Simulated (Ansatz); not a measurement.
# Yb (Fm-3m) in Ansatz: notebook

One crystal, Yb, is run at these levels: revPBE+U, PBE, LDA+U; tasks: single point, electric field gradients, density of states.

Everything below comes from runs of Ansatz 0.2.0. Logs are shortened: lines on timing, memory, paths and dates and some standing lists are left out, and cuts for length are marked.

## Step 1: The crystal as given

The structure is cubic, space group Fm-3m (No. 225). The conventional cell has a = 5.486 Å, b = 5.486 Å, c = 5.486 Å, α = 90.00°, β = 90.00°, γ = 90.00°. Yb (site symmetry m-3m) is surrounded by 12 Yb at 3.88 Å.

## Step 2: Single point, revPBE+U, collinear spin, ferromagnetic start

run.py reads:

```python
import json

import ase.io
import numpy as np
import spglib

import ansatz as az

atoms = ase.io.read("Yb.cif")
cell, frac, numbers = spglib.find_primitive((atoms.cell[:], atoms.get_scaled_positions(), atoms.numbers), symprec=1e-5)
atoms = ase.Atoms(numbers, cell=cell, scaled_positions=frac, pbc=True)
atoms.set_initial_magnetic_moments([1.0])

calculation = (
    az.Crystal.from_ase(atoms)
    .calculation()
    .kpoints(8, 8, 8)
    .functional("revpbe")
    .pseudopotentials(kind="paw")
    .hubbard(projectors="all-electron-ortho-atomic")
    .hubbard("Yb", "f", u_eff=5.0)
    .spin("collinear")
    .occupations(method="tetrahedron_uncorrected")
    .density()
    .potential()
    .output_files(volumetric_format="npy")
    .electron_localization_function()
    .forces()
    .stress()
    .band_table(publish=True)
)
outcome = calculation.run(threads=2, events_out="events.jsonl")

report = outcome.report
for line in open("events.jsonl"):
    event = json.loads(line)
    if event["event"] == "scf_iter":
        d = event["data"]
        print(f"SCF {d['iter']:3d}  HF = {d['harris_foulkes_ev']:.6f} eV  dr2 = {d['dr2_ev']:.2e} eV")
    elif event["event"] in ("relax_step", "md_step"):
        d = event["data"]
        print(f"{event['event']} {d['step']:3d}  E = {d['lagrangian_ev']:.6f} eV")
np.set_printoptions(precision=5, suppress=True, linewidth=110)
print("converged:", report["converged"], "after", report["n_iterations"], "iterations")
print(f"free energy {report['free_energy_ev']:.6f} eV, Fermi level {report['fermi_energy_ev']:.4f} eV")
for key in ("band_edges_ev", "magnetization_mub", "site_moments_mub", "site_moments_nc_mub", "forces_ev_ang",
                "stress_gpa", "kpoints_frac", "eigenvalues_ev"):
    if report.get(key) is not None:
        print(key, np.array(report[key]), sep="\n")
```

Yb.cif reads:

```cif
data_Yb
_cell_length_a 5.48620000
_cell_length_b 5.48620000
_cell_length_c 5.48620000
_cell_angle_alpha 90.00000000
_cell_angle_beta 90.00000000
_cell_angle_gamma 90.00000000
_space_group_name_H-M_alt 'Fm-3m'
_space_group_name_Hall '-F 4 2 3'
_space_group_IT_number 225
loop_
_space_group_symop_operation_xyz
'x,y,z'
'-x,-y,-z'
'-y,x,z'
'y,-x,-z'
'-x,-y,z'
'x,y,-z'
'y,-x,z'
'-y,x,-z'
'x,-y,-z'
'-x,y,z'
'-y,-x,-z'
'y,x,z'
'-x,y,-z'
'x,-y,z'
'y,x,-z'
'-y,-x,z'
'z,x,y'
'-z,-x,-y'
'z,-y,x'
'-z,y,-x'
'z,-x,-y'
'-z,x,y'
'z,y,-x'
'-z,-y,x'
'-z,x,-y'
'z,-x,y'
'-z,-y,-x'
'z,y,x'
'-z,-x,y'
'z,x,-y'
'-z,y,x'
'z,-y,-x'
'y,z,x'
'-y,-z,-x'
'x,z,-y'
'-x,-z,y'
'-y,z,-x'
'y,-z,x'
'-x,z,y'
'x,-z,-y'
'-y,-z,x'
'y,z,-x'
'-x,-z,-y'
'x,z,y'
'y,-z,-x'
'-y,z,x'
'x,-z,y'
'-x,z,-y'
'x,y+1/2,z+1/2'
'-x,-y+1/2,-z+1/2'
'-y,x+1/2,z+1/2'
[... 62 lines left out ...]
'-z+1/2,-x,-y+1/2'
'z+1/2,-y,x+1/2'
'-z+1/2,y,-x+1/2'
'z+1/2,-x,-y+1/2'
'-z+1/2,x,y+1/2'
'z+1/2,y,-x+1/2'
'-z+1/2,-y,x+1/2'
'-z+1/2,x,-y+1/2'
'z+1/2,-x,y+1/2'
'-z+1/2,-y,-x+1/2'
'z+1/2,y,x+1/2'
'-z+1/2,-x,y+1/2'
'z+1/2,x,-y+1/2'
'-z+1/2,y,x+1/2'
'z+1/2,-y,-x+1/2'
'y+1/2,z,x+1/2'
'-y+1/2,-z,-x+1/2'
'x+1/2,z,-y+1/2'
'-x+1/2,-z,y+1/2'
'-y+1/2,z,-x+1/2'
'y+1/2,-z,x+1/2'
'-x+1/2,z,y+1/2'
'x+1/2,-z,-y+1/2'
'-y+1/2,-z,x+1/2'
'y+1/2,z,-x+1/2'
'-x+1/2,-z,-y+1/2'
'x+1/2,z,y+1/2'
'y+1/2,-z,-x+1/2'
'-y+1/2,z,x+1/2'
'x+1/2,-z,y+1/2'
'-x+1/2,z,-y+1/2'
'x+1/2,y+1/2,z'
'-x+1/2,-y+1/2,-z'
'-y+1/2,x+1/2,z'
'y+1/2,-x+1/2,-z'
'-x+1/2,-y+1/2,z'
'x+1/2,y+1/2,-z'
'y+1/2,-x+1/2,z'
'-y+1/2,x+1/2,-z'
'x+1/2,-y+1/2,-z'
'-x+1/2,y+1/2,z'
'-y+1/2,-x+1/2,-z'
'y+1/2,x+1/2,z'
'-x+1/2,y+1/2,-z'
'x+1/2,-y+1/2,z'
'y+1/2,x+1/2,-z'
'-y+1/2,-x+1/2,z'
'z+1/2,x+1/2,y'
'-z+1/2,-x+1/2,-y'
'z+1/2,-y+1/2,x'
'-z+1/2,y+1/2,-x'
'z+1/2,-x+1/2,-y'
'-z+1/2,x+1/2,y'
'z+1/2,y+1/2,-x'
'-z+1/2,-y+1/2,x'
'-z+1/2,x+1/2,-y'
'z+1/2,-x+1/2,y'
'-z+1/2,-y+1/2,-x'
'z+1/2,y+1/2,x'
'-z+1/2,-x+1/2,y'
'z+1/2,x+1/2,-y'
'-z+1/2,y+1/2,x'
'z+1/2,-y+1/2,-x'
'y+1/2,z+1/2,x'
'-y+1/2,-z+1/2,-x'
'x+1/2,z+1/2,-y'
'-x+1/2,-z+1/2,y'
'-y+1/2,z+1/2,-x'
'y+1/2,-z+1/2,x'
'-x+1/2,z+1/2,y'
'x+1/2,-z+1/2,-y'
'-y+1/2,-z+1/2,x'
'y+1/2,z+1/2,-x'
'-x+1/2,-z+1/2,-y'
'x+1/2,z+1/2,y'
'y+1/2,-z+1/2,-x'
'-y+1/2,z+1/2,x'
'x+1/2,-z+1/2,y'
'-x+1/2,z+1/2,-y'
loop_
_atom_site_label
_atom_site_type_symbol
_atom_site_symmetry_multiplicity
_atom_site_Wyckoff_symbol
_atom_site_fract_x
_atom_site_fract_y
_atom_site_fract_z
_atom_site_occupancy
Yb1 Yb 4 a 0.0000000000 0.0000000000 0.0000000000 1
```

Potentials or basis: Ansatz PAW.

On the command line:

```
$ python run.py
```

What it wrote:

```text
DeckWarning: basis.ecutwfc = 420 eV, auto-derived from the records' recommended cutoffs: set by Yb (normal level)
PlacementWarning: RAYON_NUM_THREADS=2 ignored (pool sized by the plan → 2); use plan(threads=…)
RunWarning: the starting moments were not kept: the SCF closed with an absolute magnetisation of 9.8e-7 μB, where they sum to 1 μB in size (1 site). That is at most 0.1 of that sum. Measured as dr2_m measures the in/out step, that magnetisation stands 2.0e-13 eV from none, at or under the dr2_threshold of 1.0e-7 eV: it is no larger than a step whose dr2_m would equal this threshold. The system may hold no moment; this SCF shows  [...]
SCF   1  HF = -13803.436493 eV  dr2 = 8.45e-01 eV
SCF   2  HF = -13803.390428 eV  dr2 = 1.12e-01 eV
SCF   3  HF = -13803.447296 eV  dr2 = 1.13e-01 eV
SCF   4  HF = -13803.423891 eV  dr2 = 2.77e-02 eV
SCF   5  HF = -13803.464660 eV  dr2 = 4.76e-02 eV
SCF   6  HF = -13803.481021 eV  dr2 = 8.49e-03 eV
SCF   7  HF = -13803.484491 eV  dr2 = 5.69e-03 eV
SCF   8  HF = -13803.485847 eV  dr2 = 1.33e-03 eV
SCF   9  HF = -13803.494176 eV  dr2 = 9.46e-03 eV
SCF  10  HF = -13803.487277 eV  dr2 = 3.70e-05 eV
SCF  11  HF = -13803.487352 eV  dr2 = 1.62e-05 eV
SCF  12  HF = -13803.487353 eV  dr2 = 2.09e-06 eV
SCF  13  HF = -13803.487355 eV  dr2 = 3.38e-07 eV
SCF  14  HF = -13803.487355 eV  dr2 = 2.26e-08 eV
SCF  15  HF = -13803.487355 eV  dr2 = 4.38e-10 eV
converged: True after 15 iterations
free energy -13803.487355 eV, Fermi level 9.1679 eV
magnetization_mub
2.40691981900909e-08
site_moments_mub
[-0.]
forces_ev_ang
[[ 0. -0.  0.]]
stress_gpa
[[ 0.15626  0.       0.     ]
 [ 0.       0.15626  0.     ]
 [-0.      -0.       0.15626]]
kpoints_frac
[[ 0.     0.     0.   ]
 [ 0.     0.     0.125]
 [ 0.     0.     0.25 ]
 [ 0.     0.     0.375]
 [ 0.     0.    -0.5  ]
 [ 0.     0.125  0.125]
 [ 0.     0.125  0.25 ]
 [ 0.     0.125  0.375]
 [ 0.     0.125 -0.5  ]
 [ 0.     0.125 -0.375]
 [ 0.     0.125 -0.25 ]
 [ 0.     0.125 -0.125]
 [ 0.     0.25   0.25 ]
 [ 0.     0.25   0.375]
 [ 0.     0.25  -0.5  ]
 [ 0.     0.25  -0.375]
 [ 0.     0.25  -0.25 ]
 [ 0.     0.375  0.375]
 [ 0.     0.375 -0.5  ]
 [ 0.     0.375 -0.375]
 [ 0.    -0.5   -0.5  ]
 [ 0.125  0.25   0.375]
 [ 0.125  0.25  -0.5  ]
 [ 0.125  0.25  -0.375]
 [ 0.125  0.375 -0.5  ]
 [ 0.125  0.375 -0.375]
 [ 0.125  0.375 -0.25 ]
 [ 0.125 -0.5   -0.375]
 [ 0.25  -0.5   -0.25 ]]
eigenvalues_ev
[[-41.95771 -14.37102 -14.37102 -14.37102   4.32107   7.12341   7.19134   7.19134   7.19134   7.27574
    7.27574   7.27574  12.10285  12.10285  12.10285  14.01236  14.01236]
 [-41.95639 -14.40441 -14.37555 -14.37555   4.63539   7.13408   7.18592   7.20036   7.20036   7.26132
    7.26132   7.27624  11.65336  12.24471  12.24471  13.84022  13.84022]
 [-41.95328 -14.48394 -14.38656 -14.38656   5.51066   7.1501    7.18261   7.21449   7.21449   7.23747
    7.23747   7.27734  10.75013  12.30025  12.30025  13.95276  13.95276]
 [-41.95014 -14.56188 -14.39759 -14.39759   6.70673   7.14219   7.19221   7.19221   7.20749   7.25446
    7.25446   7.27843   9.8257   12.02792  12.02792  14.79464  14.79464]
 [-41.94882 -14.59374 -14.40215 -14.40215   7.13226   7.1807    7.1807    7.20813   7.265     7.265
    7.2789    7.51047   9.23711  11.88756  11.88756  15.39387  15.39387]
 [-41.95597 -14.40346 -14.38305 -14.38305   4.7398    7.13851   7.18979   7.2005    7.2005    7.26282
    7.26282   7.26285  11.55296  12.31837  12.31837  13.27812  14.18659]
 [-41.95347 -14.46232 -14.39612 -14.39267   5.42987   7.15843   7.18404   7.21505   7.21632   7.2318
    7.24347   7.26438  10.90543  12.20178  12.50297  13.15388  14.3858 ]
 [-41.95035 -14.53634 -14.40768 -14.40714   6.54431   7.15642   7.19767   7.20213   7.20487   7.24167
    7.25752   7.26566  10.09119  11.66874  12.36401  14.05918  15.0262 ]
 [-41.94848 -14.57999 -14.42188 -14.40965   7.14595   7.16669   7.18321   7.22372   7.2446    7.26136
    7.26488   7.71497   9.28973  11.45898  12.15666  15.0412   15.42838]
 [-41.94892 -14.56951 -14.42629 -14.40216   7.13744   7.15334   7.19166   7.21716   7.23536   7.25815
    7.26916   7.42484   9.55884  11.45748  12.18356  14.63856  15.54093]
 [-41.95139 -14.51208 -14.41698 -14.38906   6.14546   7.15975   7.1879    7.20507   7.217     7.23691
    7.24245   7.26952  10.42455  11.72168  12.50104  13.54441  14.91052]
 [-41.95449 -14.44342 -14.39611 -14.37803   5.13923   7.15016   7.18061   7.21047   7.21473   7.2364
    7.25218   7.27052  11.16908  12.13989  12.55988  13.2546   14.18909]
 [-41.95187 -14.4794  -14.41214 -14.41214   5.8977    7.18013   7.19112   7.21809   7.21809   7.23277
    7.23581   7.23581  10.58003  11.8218   12.98364  12.98364  14.64251]
 [-41.94935 -14.52662 -14.43153 -14.42523   6.80563   7.18659   7.20225   7.20326   7.21445   7.22552
    7.24445   7.25849  10.11394  11.09618  13.16097  13.75514  15.14546]
 [-41.94754 -14.55584 -14.46002 -14.42773   7.16337   7.17856   7.18792   7.22846   7.23066   7.24373
    7.25684   8.04813   9.51489  10.72996  12.93052  14.36825  15.52058]
 [-41.94746 -14.54964 -14.4818  -14.41818   7.15066   7.17597   7.19467   7.21974   7.23188   7.25898
    7.26588   8.45043   9.38049  10.52918  12.74156  14.34955  14.72485]
 [-41.94901 -14.53088 -14.46486 -14.40217   7.08012   7.17533   7.19524   7.21381   7.23235   7.25315
    7.26731   7.3382   10.21647  10.67541  12.70772  13.76257  15.51628]
 [-41.94768 -14.552   -14.44124 -14.44124   7.1721    7.19777   7.19777   7.20417   7.23385   7.24528
    7.24528   7.43386   9.83934  10.74109  14.132    14.132    15.16488]
 [-41.94643 -14.56628 -14.4629  -14.44581   7.17643   7.18937   7.19848   7.20053   7.2358    7.25349
    7.25624   8.19757   9.64755  10.43413  14.12098  14.46456  15.62692]
 [-41.94644 -14.54476 -14.50036 -14.43626   7.15748   7.19555   7.20559   7.21057   7.21282   7.26087
    7.26351   8.97242   9.37186  10.19973  13.48361  13.61713  15.15832]
 [-41.9459  -14.58123 -14.45332 -14.45332   7.18446   7.18446   7.19172   7.19275   7.25294   7.25294
    7.26181   8.21101   9.56813  10.48169  15.40804  15.72592  15.72592]
 [-41.95098 -14.50342 -14.42761 -14.40054   6.24862   7.17979   7.18267   7.2085    7.22435   7.22873
[... 40 lines left out ...]
    7.23581   7.23581  10.58003  11.8218   12.98364  12.98364  14.64251]
 [-41.94935 -14.52662 -14.43153 -14.42523   6.80563   7.18659   7.20225   7.20326   7.21444   7.22552
    7.24445   7.25849  10.11394  11.09618  13.16097  13.75514  15.14546]
 [-41.94754 -14.55584 -14.46002 -14.42773   7.16337   7.17856   7.18791   7.22846   7.23065   7.24373
    7.25684   8.04813   9.51489  10.72996  12.93052  14.36825  15.52058]
 [-41.94746 -14.54964 -14.4818  -14.41818   7.15065   7.17597   7.19466   7.21974   7.23188   7.25898
    7.26588   8.45043   9.38049  10.52918  12.74156  14.34955  14.72485]
 [-41.94901 -14.53088 -14.46486 -14.40217   7.08011   7.17533   7.19524   7.21381   7.23235   7.25315
    7.26731   7.3382   10.21646  10.67541  12.70772  13.76257  15.51628]
 [-41.94768 -14.552   -14.44124 -14.44124   7.1721    7.19776   7.19776   7.20416   7.23385   7.24528
    7.24528   7.43386   9.83934  10.74109  14.132    14.132    15.16488]
 [-41.94643 -14.56628 -14.4629  -14.44581   7.17643   7.18937   7.19848   7.20053   7.2358    7.25349
    7.25624   8.19757   9.64755  10.43413  14.12098  14.46456  15.62692]
 [-41.94644 -14.54476 -14.50036 -14.43626   7.15747   7.19555   7.20559   7.21056   7.21282   7.26087
    7.26351   8.97242   9.37186  10.19973  13.48361  13.61713  15.15832]
 [-41.9459  -14.58123 -14.45332 -14.45332   7.18445   7.18445   7.19172   7.19274   7.25293   7.25293
    7.26181   8.21101   9.56813  10.48169  15.40805  15.72592  15.72592]
 [-41.95098 -14.50342 -14.42761 -14.40054   6.24862   7.17979   7.18267   7.2085    7.22434   7.22872
    7.2356    7.25986  10.45767  11.44936  12.93095  13.20107  15.00079]
 [-41.94856 -14.54532 -14.45231 -14.41363   7.13468   7.17156   7.19976   7.21343   7.23664   7.23885
    7.25775   7.50369   9.86757  10.88088  12.65227  14.14114  15.56856]
 [-41.94759 -14.56325 -14.46009 -14.42074   7.15726   7.16659   7.18677   7.23877   7.24072   7.24087
    7.26461   8.42521   9.14942  10.84078  12.4778   14.459    15.65312]
 [-41.94751 -14.54767 -14.45908 -14.43637   7.16746   7.19368   7.19881   7.21043   7.22517   7.23707
    7.25492   7.78952   9.87937  10.51575  13.27997  14.29055  15.63998]
 [-41.94663 -14.54302 -14.49159 -14.44145   7.16067   7.1894    7.20184   7.20822   7.23122   7.24701
    7.26281   8.84909   9.50625  10.25337  12.54218  14.52729  15.682  ]
 [-41.94708 -14.53098 -14.502   -14.42998   7.15309   7.19415   7.19883   7.21413   7.21712   7.25698
    7.26335   8.60241   9.85608  10.01346  12.58151  14.63546  14.65853]
 [-41.94608 -14.56247 -14.47212 -14.45407   7.1733    7.18727   7.19287   7.20997   7.23834   7.24733
    7.26169   8.61141   9.662    10.29342  13.05763  15.58541  15.81025]
 [-41.94626 -14.51736 -14.51736 -14.45483   7.16446   7.19154   7.19154   7.22909   7.23198   7.23198
    7.26157   9.20968   9.93492   9.93492  11.68923  15.61744  15.81421]]
```

Wall time 4.3 s (2 threads of Arm Neoverse V1, shared host); peak memory 0.46 GiB.

Results:

| Property | Result |
| --- | --- |
| Free energy | -13803.4874 eV |
| Pressure | 0.2 GPa |
| Band gap on the k mesh | none (metal or under the smearing width) |
| Net moment | 0.00 μB per cell |
| Absolute moment | 0.00 μB per cell |

Eigenvalues of the final occupation matrices:
```csv
site,spin,trace,eigenvalues
site 1,1,6.98,1.00 1.00 1.00 1.00 1.00 1.00 1.00
site 1,2,6.98,1.00 1.00 1.00 1.00 1.00 1.00 1.00
```

Caveat: the potentials were made for another functional, which shifts forces and pressure; the magnetic or orbital state may not be the lowest; spin-orbit coupling is left out, which moves the levels of the heavy elements; the starting moments weren't kept.

[end of part 1 of 2]
